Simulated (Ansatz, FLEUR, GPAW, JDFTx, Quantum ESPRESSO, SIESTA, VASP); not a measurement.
**One calculation of GaSb, 8 ways**

```xyz
2
Lattice="0.0000 3.0590 3.0590 3.0590 0.0000 3.0590 3.0590 3.0590 0.0000" Properties=species:S:1:pos:R:3 pbc="T T T"
Sb    4.5885    4.5885    4.5885
Ga    0.0000    0.0000    0.0000
```

Alike in all runs: task equation of state; functional PBEsol; k mesh 8 × 8 × 8; occupations fermi-dirac, width 0.05 eV; no spin polarisation; no spin-orbit coupling.

```csv
program and potentials,plane-wave cutoff (eV),notes,equilibrium volume (Å³/atom),bulk modulus (GPa)
"Ansatz, Ansatz PAW",420,"potentials made for PBE, which Ansatz adapts in part",?,?
"FLEUR, all-electron, FLAPW",-,-,28.54,51.0
"JDFTx, PseudoDojo-SR-PBEsol-0.4.1-standard with smoothed tails",1088,-,28.58,51.0
"SIESTA, files PseudoDojo sr-pbesol-0.4.1-standard, DZP (energy shift 0.003 Ry; two zetas on semicore shells)",-,atomic basis,28.62,49.7
"VASP, PBE PAW files Ga_d, Sb, 520 eV",520,potentials made for PBE,28.59,51.0
"Ansatz, all-electron LAPW, scalar-relativistic",-,-,28.54,51.0
"Quantum ESPRESSO, GBRV 1.5 PBEsol",762,-,28.56,51.0
"GPAW, PAW data sets generated for this functional",600,-,28.56,52.0
```

Task: Estimate from the other rows what the run with Ansatz, Ansatz PAW gave.

Result: Equilibrium volume 28.53 Å³/atom; bulk modulus 51.0 GPa. The other rows, which needn't bracket it: equilibrium volume 28.54 to 28.62; bulk modulus 49.7 to 52.0.
